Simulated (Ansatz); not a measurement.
The system is Te2Mo, a slab with vacuum.

```
Te Mo
1.0
     3.56023    0.00000    0.00000
    -1.78012    3.08325    0.00000
     0.00000    0.00000   17.52406
Te Mo
2 1
Direct
  0.33333 0.66667 0.10214
  0.33333 0.66667 0.89786
  0.00000 0.00000 0.00000
```

| Item | Value |
| --- | --- |
| Program | Ansatz 0.2.0 |
| Task | single point |
| Functional | PBE |
| Potentials or basis | all-electron LAPW, scalar-relativistic |
| Cutoff | 259 eV (chosen from the basis error) |
| Basis error allowed | 0.001 eV/atom |
| k mesh | 9 × 9 × 2 |
| Occupations | fermi-dirac, width 0.05 eV |
| Spin | no spin polarisation |

On this cell: largest force 0.217 eV/Å; band gap on the k mesh 1.05 eV, direct.

The same run follows on a disturbed copy (atoms moved at random, drawn with an rms of 0.05 Å):

```
Te Mo
1.0
     3.56023    0.00000    0.00000
    -1.78012    3.08325    0.00000
     0.00000    0.00000   17.52406
Te Mo
2 1
Direct
  0.33087 0.67073 0.09950
  0.34288 0.66316 0.89798
  0.97294 0.98060 0.00114
```

Q: What does the disturbed cell give?

A: The energy moves by +37.5 meV/atom; largest force 1.708 eV/Å; band gap on the k mesh 1.02 eV, direct.

Forces on the atoms (eV/Å):
```
Te  -0.405 -0.551  1.140
Te  -0.693 -0.372 -0.212
Mo   1.098  0.923 -0.928
```

Stress tensor (GPa, compression positive):
```
 1.07  0.44  0.46
 0.44  0.24 -0.23
 0.46 -0.23  1.96
```

Caveats: spin-orbit coupling is left out, which moves the levels of the heavy elements.

A k mesh can miss the band edges.
